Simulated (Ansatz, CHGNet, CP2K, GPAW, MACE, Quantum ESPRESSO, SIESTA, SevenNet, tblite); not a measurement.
# AlP(100) slab, H on both faces (90 atoms) in SIESTA, part 2 of 2

Wanted: SIESTA inputs and outputs for AlP(100) slab, H on both faces (90 atoms), checked against a plane-wave reference.

Program: SIESTA 5.4.2; the method stands at each step. Banners, paths, timers and routine set-up lines are dropped from the logs unmarked, and long logs keep their key lines alone; longer cuts are marked. The potentials were converted by us to PSML.

So far. Step 2 (PBE, DZP, shift 0.01 Ry, mesh 300 Ry): Forces lie 25 % from the reference's, at 5.7 times its CPU time (on 1 against 8 cores). Step 3 (PBE, TZP, shift 0.01 Ry, mesh 300 Ry): Against the first run (25 %), the force difference from the reference is 23 %, at 1.5 times the CPU time (on 2 against 1 cores), with 1134 basis functions against 882.

**4. PBE, DZP, shift 0.01 Ry, mesh 100 Ry**

Method: Kohn-Sham DFT, PBE, PseudoDojo 0.4.1 norm-conserving pseudopotentials (converted to PSML), numerical atomic orbitals (DZP), diagonalisation.

Contents of input.fdf:

```
SystemLabel cell
NumberOfAtoms 90
NumberOfSpecies 3
%block ChemicalSpeciesLabel
  1 13 Al
  2 15 P
  3 1 H
%endblock ChemicalSpeciesLabel
LatticeConstant 1.0 Ang
%block LatticeVectors
  11.58877 0.00000 0.00000
  0.00000 11.58877 0.00000
  0.00000 0.00000 18.56080
%endblock LatticeVectors
PAO.BasisSize DZP
PAO.EnergyShift 0.01 Ry
XC.Functional GGA
XC.Authors PBE
MeshCutoff 100 Ry
%block kgrid_Monkhorst_Pack
  1 0 0 0.0
  0 1 0 0.0
  0 0 1 0.0
%endblock kgrid_Monkhorst_Pack
SolutionMethod diagon
OccupationFunction FD
ElectronicTemperature 580 K
SCF.Mixer.Method Pulay
SCF.Mixer.Weight 0.05
SCF.Mixer.History 8
SCF.Mix Hamiltonian
MaxSCFIterations 300
SCF.DM.Tolerance 1e-04
SCF.H.Tolerance 1.0e-3 eV
WriteForces T
Write.HirshfeldPop T
Write.VoronoiPop T
Write.DM F
Write.H F
XML.Write F
AtomicCoordinatesFormat Fractional
%block AtomicCoordinatesAndAtomicSpecies
[... 90 atom lines left out: the same atoms as in the first run ...]
%endblock AtomicCoordinatesAndAtomicSpecies
```

Started as:

```console
> OMP_NUM_THREADS=1 siesta < input.fdf > output.txt
```

The log of the run:

```text
Version         : 5.4.2
reinit: System Name:
reinit: System Label: cell
initatom: Reading input for the pseudopotentials and atomic orbitals ----------
Species number:   1 Atomic number:   13 Label: Al
Species number:   2 Atomic number:   15 Label: P
Species number:   3 Atomic number:    1 Label: H
Ground state valence configuration (from tables):   3s02  3p01  3d00  4f00
Ground state valence configuration (from tables):   3s02  3p03  3d00  4f00
Ground state valence configuration (from tables):   1s01  2p00  3d00  4f00
---- Processing specs for species: Al
GGA--PBE XC_GGA_X_PBE--XC_GGA_C_PBE pb
---- Processing specs for species: P
GGA--PBE XC_GGA_X_PBE--XC_GGA_C_PBE pb
---- Processing specs for species: H
GGA--PBE XC_GGA_X_PBE--XC_GGA_C_PBE pb
[... lines left out ...]
stepf: Fermi-Dirac step function
        iscf     Eharris(eV)        E_KS(eV)     FreeEng(eV)     dDmax    Ef(eV) dHmax(eV)
[... lines left out ...]
SCF Convergence by DM+H criterion
[... lines left out ...]
SCF cycle converged after 45 iterations
[... lines left out ...]
   Max    2.627358
[... lines left out ...]
   Max    2.627358    constrained
Stress tensor Voigt[x,y,z,yz,xz,xy] (kbar):      -46.93      -34.15       -9.33        1.73       -3.00        0.13
[... lines left out ...]
siesta: FreeEng =     -7355.291482
[... lines left out ...]
siesta:  Band Struct. =   -2459.772077
siesta:       Kinetic =    3035.678701
siesta:       Hartree =   16137.619070
siesta:         Exch. =   -2363.356580
siesta:         Corr. =    -287.419980
siesta:   Exch.-corr. =   -2650.776560
siesta:  Ion-electron =  -34891.600582
siesta:       Ion-ion =   11014.078440
siesta:         Total =   -7355.000932
siesta:         Fermi =      -3.045584
siesta: Stress tensor (static) (eV/Ang**3):
siesta:    -0.029294    0.000083   -0.001872
siesta:     0.000083   -0.021312    0.001080
siesta:    -0.001872    0.001080   -0.005822
siesta: Cell volume =       2492.707832 Ang**3
siesta: Pressure (static):
siesta:                Solid            Molecule  Units
siesta:           0.00020486          0.00015198  Ry/Bohr**3
siesta:           0.01880949          0.01395449  eV/Ang**3
siesta:          30.13612737         22.35755081  kBar
    Orbital volume contribution        =          55.645316 eV
    (Free)E + p_basis*V_orbitals       =       -7299.646166 eV
    (Free)Eharris+ p_basis*V_orbitals  =       -7299.646169 eV
siesta: Electric dipole (a.u.)  =   -0.000000    0.000000   -9.091004
siesta: Electric dipole (Debye) =   -0.000000    0.000000  -23.107027
Hirshfeld Atomic Populations:
Atom #   charge [q] valence [e]  Species
     1     0.118829    2.881171  Al
     2     0.038198    4.961802  P
     3     0.145692    2.854308  Al
     4    -0.157368    5.157368  P
     5     0.189375    2.810625  Al
     6    -0.135303    5.135303  P
[...]
55    -0.011905    1.011905  H
    56    -0.012607    1.012607  H
    57    -0.094672    1.094672  H
[...]
--------------------
 Total     0.000080
Voronoi Atomic Populations:
Atom #   charge [q] valence [e]  Species
[...]
51     0.186305    2.813695  Al
    52    -0.199567    5.199567  P
    53     0.232666    2.767334  Al
    54    -0.208241    5.208241  P
[...]
89    -0.092556    1.092556  H
    90    -0.094034    1.094034  H
--------------------
 Total     0.000042
```

Run time: 2.3 min. Hardware: 1 thread of Arm Neoverse V2, shared host; peak memory 0.5 GiB.

Against the reference:

```yaml
r_m_s_force_component: 0.5713 eV/Å
r_m_s_difference_of_force_components: 126.7 meV/Å
longest_difference_of_force_vectors: 534.7 meV/Å
force_difference_over_r_m_s_force: 24.78 %
slope_of_forces_against_the_reference_s: 1.093
correlation_of_force_components: 0.9787
energy_less_the_same_level_run_s: 0.3377 meV/atom
r_m_s_force_difference_from_the_same_level_run: 7.218 meV/Å
```

This is a coarse setting, run to see what it loses.

Against the first run (25 %), the force difference from the reference is 25 %, at 0.26 times the CPU time: the change moves forces by 7.2 meV/Å r.m.s., so most of the difference comes from elsewhere.

**5. All runs compared**

Differences are against the plane-wave reference, forces as r.m.s. over components; share is that over the reference's r.m.s. force, slope the least-squares factor from reference forces to these. Total energies of different programs have different zeros and aren't compared.

```
                                                 run  Δ force, r.m.s. (meV/Å)  share (%)  slope  cores  CPU time  memory (GiB)
                                           reference                        -          -      -      8      93 s           2.1
         SIESTA PBE, DZP, shift 0.01 Ry, mesh 300 Ry                      126       24.7  1.095      1   8.9 min           1.5
         SIESTA PBE, TZP, shift 0.01 Ry, mesh 300 Ry                      116       22.7  1.090      2    13 min           2.0
SIESTA PBE, DZP, shift 0.01 Ry, mesh 100 Ry (coarse)                      127       24.8  1.093      1   2.3 min           0.5
```

Rows marked coarse were listed beforehand as settings not expected to be converged; some can still land near the reference.

CPU time is summed over cores on a shared host, where runs went side by side, so it is rough. Symmetry, cutoffs, thresholds, outputs and thread counts weren't matched or tuned between programs; memory under MPI is the largest rank's times the ranks.

Mean charges by element (e), by run and scheme:

```
                                        run     scheme     Al      P      H
                                  reference     Löwdin  +0.40  -0.21  -0.06
SIESTA PBE, DZP, shift 0.01 Ry, mesh 300 Ry  Hirshfeld  +0.15  -0.08  -0.05
SIESTA PBE, TZP, shift 0.01 Ry, mesh 300 Ry  Hirshfeld  +0.16  -0.09  -0.05
```

The reference's Löwdin charges lack the electrons that the projection spills, 0.032 e an atom on average.

Within one program, basis, potentials and functional, energies share a zero. Each run against its twin at the usual cutoff or grid and solver:

```
                                        run                             twin  Δ energy (meV/atom)  Δ force, r.m.s. (meV/Å)  CPU time over the twin's
SIESTA PBE, DZP, shift 0.01 Ry, mesh 100 Ry  DZP, shift 0.01 Ry, mesh 300 Ry                0.338                     7.22                      0.26
```

Further runs of this program without a result: SIESTA PBE, SZ, shift 0.01 Ry, mesh 300 Ry (cut off at its time limit); SIESTA PBE, DZP, shift 0.001 Ry, mesh 300 Ry (cut off at its time limit).

**6. Results**

```
nearest in forces : SIESTA PBE, TZP, shift 0.01 Ry, mesh 300 Ry, 23 %
its CPU time      : 13 min
```

In words: The PBE runs in local orbitals, coarse settings apart, differ by 23 % (SIESTA PBE, TZP, shift 0.01 Ry, mesh 300 Ry) to 25 % (SIESTA PBE, DZP, shift 0.01 Ry, mesh 300 Ry); basis, grid and potentials can all enter. Runs with settings chosen to be coarse differ by 25 % (SIESTA PBE, DZP, shift 0.01 Ry, mesh 100 Ry), their programs' other errors included. None of the electronic-structure runs in the table takes under half the reference's CPU time of 93 s; they take 1.5 to 8.4 times as much. Charges hang on scheme and program or settings: among these rows the mean for Al runs from +0.15 to +0.40 e. Caps of real hydrogen don't mimic the fractional bonds of a polar compound, so surface states and strained caps may belong to the model. The electronic-structure runs sample only Γ, in a cell whose shortest periodic width is 12 Å, which is coarse for a cell with partly filled levels.

[Also dropped from logs without a mark: logging warnings of Python, and SIESTA's first energy breakdown and zero terms.]

[Logs are printed without paths, hosts, clocks, repeated set-up lines and the standing remarks that a program may print on its own settings, such as how far it seeks lower states.]

[Hosts, paths, dates, database ids (printed as entryN), source tags and the programs' standing remarks are cut or masked in the printed files.]
